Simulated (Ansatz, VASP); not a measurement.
## PbS in VASP and in Ansatz

Contents of INCAR:

```
SYSTEM = PbS
ALGO     = Normal         ! electronic algorithm
EDIFF    = 1E-8           ! SCF threshold, eV
ENCUT    = 520            ! plane-wave cutoff, eV
GGA      = PE             ! functional
ISIF     = 2              ! what is computed and relaxed
ISMEAR   = -1             ! smearing method
LASPH    = .TRUE.         ! aspherical terms in the spheres
LCHARG   = .FALSE.        ! write CHGCAR
LEFG     = .TRUE.       
LREAL    = .FALSE.        ! projectors in reciprocal space
LWAVE    = .FALSE.        ! write WAVECAR
NBANDS   = 17             ! bands
NELM     = 100            ! most SCF steps
PREC     = Accurate       ! precision mode
SIGMA    = 0.01           ! smearing width, eV
```

KPOINTS

```
k-points
0
G
  8 8 8
  0 0 0
```

Contents of POSCAR:

```
PbS
1.0
    0.0000000000      2.9650000000      2.9650000000
    2.9650000000      0.0000000000      2.9650000000
    2.9650000000      2.9650000000      0.0000000000
Pb S
1 1
Direct
    0.0000000000      0.0000000000      0.0000000000
    0.5000000000      0.5000000000      0.5000000000
```

Input for Ansatz:

```yaml
crystal:
  lattice:
    - [0.0, 2.965, 2.965]
    - [2.965, 0.0, 2.965]
    - [2.965, 2.965, 0.0]
  atoms:
    - { symbol: Pb, position: [0.0, 0.0, 0.0] }
    - { symbol: S, position: [0.5, 0.5, 0.5] }
kpoints:
  mp_grid: { grid: [8, 8, 8] }
  band_path:
    path:
      - [0.0, 0.0, 0.0]
      - [0.5, 0.0, 0.5]
      - [0.625, 0.25, 0.625]
      - [0.375, 0.375, 0.75]
      - [0.0, 0.0, 0.0]
      - [0.5, 0.5, 0.5]
      - [0.5, 0.25, 0.75]
      - [0.5, 0.0, 0.5]
    npoints: 8
scf:
  occupations: { method: fermi_dirac, width: 0.01 }
hamiltonian:
  xc: pbe
  pseudopotentials: { kind: all_electron, datasets: crystal }
output:
  forces: true
  stress: true
  eigenvalues: true
  efg: { contact_densities: true }
```

Alike in both runs: task electric field gradients; functional PBE; k mesh 8 × 8 × 8; occupations fermi-dirac, width 0.01 eV; no spin polarisation.

|  | VASP | Ansatz |
| --- | --- | --- |
| version | VASP 6.6.1 | Ansatz 0.2.0 |
| potentials or method | VASP PAW PBE potentials, release 64 (Pb_d, S) | all-electron PAW with datasets made for the crystal, scalar-relativistic |
| plane-wave cutoff (eV) | 520 | see its input |

```tsv
	VASP	Ansatz	Ansatz less VASP
pressure (GPa)	2.2	2.3	+0.08
Vzz of the field gradient on the site that differs most (V/Å²)	0.0	0.0	0.00
```

Ansatz ran all-electron here, so the differences hold the error of VASP's frozen core and of both bases. Ansatz warned: «gradients_without_spin_orbit».

Caveats: spin-orbit coupling is left out, which as a rule narrows the gap of such compounds by several tenths of an eV.
